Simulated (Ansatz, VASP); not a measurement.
## Two plane-wave programs on SiO2

INCAR

```
PREC     = Accurate       # precision mode
ENCUT    = 520            # plane-wave cutoff, eV
EDIFF    = 1E-7           # SCF threshold, eV
ISMEAR   = -1             # smearing method
SIGMA    = 0.05           # smearing width, eV
LREAL    = False          # projectors in reciprocal space
LASPH    = True           # aspherical terms in the spheres
NELM     = 60             # most SCF steps
ALGO     = Normal         # electronic algorithm
ISIF     = 2              # what is computed and relaxed
LWAVE    = False          # write WAVECAR
LCHARG   = False          # write CHGCAR
GGA      = PE             # functional
NBANDS   = 25             # bands
```

Contents of KPOINTS:

```
regular mesh
0
Gamma
  8 8 8
```

File POSCAR:

```
SiO2
1.0
   -2.4772904627      2.4772904627      3.6556712422
    2.4772904627     -2.4772904627      3.6556712422
    2.4772904627      2.4772904627     -3.6556712422
Si O
2 4
Direct
    0.7500000000      0.2500000000      0.5000000000
    0.0000000000      0.0000000000      0.0000000000
    0.8750000000      0.0282138700      0.6532138700
    0.7782138700      0.1250000000      0.1532138700
    0.9717861300      0.6250000000      0.8467861300
    0.3750000000      0.2217861300      0.3467861300
```

File input.yaml:

```yaml
crystal:
  lattice:
    - [-2.4772904627, 2.4772904627, 3.6556712422]
    - [2.4772904627, -2.4772904627, 3.6556712422]
    - [2.4772904627, 2.4772904627, -3.6556712422]
  atoms:
    - { symbol: Si, position: [0.75, 0.25, 0.5] }
    - { symbol: Si, position: [0.0, 0.0, 0.0] }
    - { symbol: O, position: [0.875, 0.02821387, 0.65321387] }
    - { symbol: O, position: [0.77821387, 0.125, 0.15321387] }
    - { symbol: O, position: [0.97178613, 0.625, 0.84678613] }
    - { symbol: O, position: [0.375, 0.22178613, 0.34678613] }
hamiltonian:
  xc: pbe
  pseudopotentials: { kind: paw }
kpoints:
  mp_grid: { grid: [8, 8, 8] }
scf:
  occupations: { method: fermi_dirac, width: 0.05 }
output:
  forces: true
  stress: true
  eigenvalues: true
  write_density: true
  write_potential: true
  elf: true
  volumetric_format: npy
```

The cell comes from a database or a generator and needn't be the stable form of this composition.

Alike in both runs: task single point; functional PBE; k mesh 8 × 8 × 8; occupations fermi-dirac, width 0.05 eV; no spin polarisation.

|  | VASP | Ansatz |
| --- | --- | --- |
| version | VASP 6.6.1 | Ansatz 0.2.0 |
| potentials or method | VASP PAW PBE potentials, release 64 (Si, O) | Ansatz PAW |
| plane-wave cutoff (eV) | 520 | 420 |
| valence electrons in the cell | 32 | 32 |

|  | VASP | Ansatz | Ansatz less VASP |
| --- | --- | --- | --- |
| gap on the k mesh at the Fermi level (eV) | 5.92 | 5.92 | 0.000 |
| least direct gap on the mesh (eV) | 5.92 | 5.92 | 0.000 |
| pressure (GPa) | 4.6 | 4.4 | -0.12 |
| largest component of the traceless stress (GPa) | 0.06 | 0.09 | +0.031 |
| rms of the force components (eV/Å) | 0.127 | 0.128 | +0.0011 |

Atom by atom the forces differ by 0.001 eV/Å (rms over components). With one functional, cell and mesh, what is left measures potentials, basis and numerics.

Caveats: the pressure holds a Pulay correction of +0.5 GPa for the finite cutoff (Ansatz). A k mesh can miss the band edges. A hybrid or GW would open this gap; PBE tends to underestimate it.
